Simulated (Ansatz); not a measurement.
# Sn: other elements on the same sites

The task here is to estimate one member of a computed series from the others.

Computed with Ansatz 0.2.0 (DFT PBEsol, scalar-relativistic, plane waves, PAW, unless a step's input says otherwise).

1 further run of the same task is left out (set aside as unsound or not needed).

### The starting structure

It takes space group Fd-3m (No. 227, cubic). Conventional cell: a = 6.541 Å, b = 6.541 Å, c = 6.541 Å, α = 90.00°, β = 90.00°, γ = 90.00°. Around Sn (site symmetry -43m) lie 4 Sn at 2.83 Å.

As a file:

```
Sn
1.0
     0.00000    3.27035    3.27035
     3.27035    0.00000    3.27035
     3.27035    3.27035    0.00000
Sn
2
Direct
  0.00000 0.00000 0.00000
  0.25000 0.25000 0.25000
```

It goes back to an entry of the Materials Project.

This cell was relaxed beforehand with the same method: volume 34.98 Å³/atom, gap on the mesh none (metal).

Set-up of the first run:

The input, input.yaml:

```yaml
crystal:
  lattice:
    - [0.0, 3.3815535586, 3.3815535586]
    - [3.3815535586, 0.0, 3.3815535586]
    - [3.3815535586, 3.3815535586, 0.0]
  atoms:
    - { symbol: Pb, position: [0.0, 0.0, 0.0] }
    - { symbol: Pb, position: [0.25, 0.25, 0.25] }
basis:
  ecutwfc: 420
kpoints:
  mp_grid: { grid: [6, 6, 6] }
hamiltonian:
  xc: pbesol
scf:
  occupations: { method: gaussian, width: 0.1 }
output:
  forces: true
  stress: true
  eigenvalues: true
```

Launch:

```console
ansatz run input.yaml --threads 1 --pin off --max-ram 2560MiB --backend cpu --events-out ev --progress --plain --runs-dir out
```

Among the steps run: Probe: one point at the start (Pb); Relaxing cell and atoms (Pb); Probe: one point at the start (C); A loose first relaxation (C); Full relaxation (C); Seeking the band edges (C).

One of the session's tables, all rows but one given; the rest of the session is left out.

It belongs to the step «The crystals compared». Lengths are those of the vectors of the cell that was run:

| swap | volume (Å³/atom) | a (Å) | b (Å) | c (Å) |
| --- | --- | --- | --- | --- |
| none | 34.98 | 4.625 | 4.625 | 4.625 |
| Sn → Ge | ? | ? | ? | ? |
| Sn → Ru | 19.59 | 3.812 | 3.812 | 3.812 |
| Sn → Pb | 41.32 | 4.889 | 4.889 | 4.889 |
| Sn → C | 5.61 | 2.513 | 2.513 | 2.513 |

Q: Estimate the row for Sn → Ge from the others.

The run gave: volume (Å³/atom): 22.85; a (Å): 4.013; b (Å): 4.013; c (Å): 4.013. In the column «volume (Å³/atom)» it lies between Sn → Ru (19.59) and none (34.98).

Lengths are those of the computed cell. Rows of earlier swaps come from the sessions before.
